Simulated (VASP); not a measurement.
Al2Pt under changes of volume

One of the cells (17.081 Å³/atom); the others are scaled copies at fixed shape and fractional positions:

```
Pt Al
1.0
     0.00000    2.94803    2.94803
     2.94803    0.00000    2.94803
     2.94803    2.94803    0.00000
Pt Al
1 2
Direct
  0.00000 0.00000 0.00000
  0.75000 0.75000 0.75000
  0.25000 0.25000 0.25000
```

- Program: VASP 6.6.1
- Functional: PBEsol
- Potentials or basis: VASP PAW PBE potentials, release 64 (Pt, Al)
- Cutoff: 520 eV
- k mesh: 8 × 8 × 8
- Occupations: fermi-dirac, width 0.05 eV
- Spin: no spin polarisation

```csv
volume (Å³/atom),energy over the lowest point (meV/atom),pressure (GPa)
16.397,?,?
16.739,3.09,3.0
17.081,0.00,0.0
17.422,2.86,-2.6
17.764,11.05,-5.0
```

What does the run at 16.397 Å³/atom give?

Energy over the lowest point 12.82 meV/atom; pressure 6.2 GPa.

Worked out: A Birch-Murnaghan fit of order 2 (a polynomial in V^(-2/3)) to the other rows has its minimum at 17.08 Å³/atom with B0 = V·E''(V) = 139 GPa. It gives 12.72 meV/atom at 16.397 Å³/atom, against the run's 12.82, and -dE/dV = 6.2 GPa, against 6.2.

Energies are extrapolated to zero smearing.

Caveats: the PAW data sets were made with another functional, which shifts forces and pressure a little.
